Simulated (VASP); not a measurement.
Write the native input for VASP 6.6.1 that does the following.

```yaml
Task: core levels
Functional: LDA
Potentials_or_basis: VASP PAW LDA potentials, release 64 (Pb_d, S)
Cutoff: 520 eV
k_mesh: 8 × 8 × 8
Occupations: gaussian, width 0.02 eV
Spin: no spin polarisation
Further_INCAR_settings: ALGO = Normal; EDIFF = 1e-06
```

The structure of PbS lies in POSCAR:

```
PbS
1.0
    2.1126617058      1.2197458045      3.4519162518
   -2.1126617058      1.2197458045      3.4519162518
    0.0000000000     -2.4394916091      3.4519162518
Pb S
1 1
Direct
    0.9805657800      0.9805657800      0.9805657800
    0.4750355500      0.4750355500      0.4750355500
```

The cell is a database's computed one.

The input as run:

INCAR

```
SYSTEM = PbS
PREC     = Accurate       ! precision mode
ENCUT    = 520            ! plane-wave cutoff, eV
EDIFF    = 1E-6           ! SCF threshold, eV
ISMEAR   = 0              ! smearing method
SIGMA    = 0.02           ! smearing width, eV
LREAL    = .FALSE.        ! projectors in reciprocal space
LASPH    = .TRUE.         ! aspherical terms in the spheres
NELM     = 100            ! most SCF steps
ALGO     = Normal         ! electronic algorithm
ISIF     = 2              ! what is computed and relaxed
LWAVE    = .FALSE.        ! write WAVECAR
LCHARG   = .FALSE.        ! write CHGCAR
ICORELEVEL= 1
```

KPOINTS

```
Automatic mesh
0
G
  8 8 8
  0 0 0
```

Potentials or basis: VASP PAW LDA potentials, release 64 (Pb_d, S).

The run is started by

```bash
$ cat potpaw_LDA.64/Pb_d/POTCAR potpaw_LDA.64/S/POTCAR > POTCAR
$ mpirun -np 1 vasp_std > vasp.out
```

Results of the run:

```
Pressure               : -3.7 GPa
Largest force          : 0.004 eV/Å
Band gap on the k mesh : 0.31 eV, direct
```

Caveat: spin-orbit coupling is left out, which as a rule narrows the gap of such compounds by several tenths of an eV.

Run time: 15 s on 1 thread of Intel(R) Xeon(R) 6975P-C (Granite Rapids), on a shared host, peak memory 0.18 GiB.
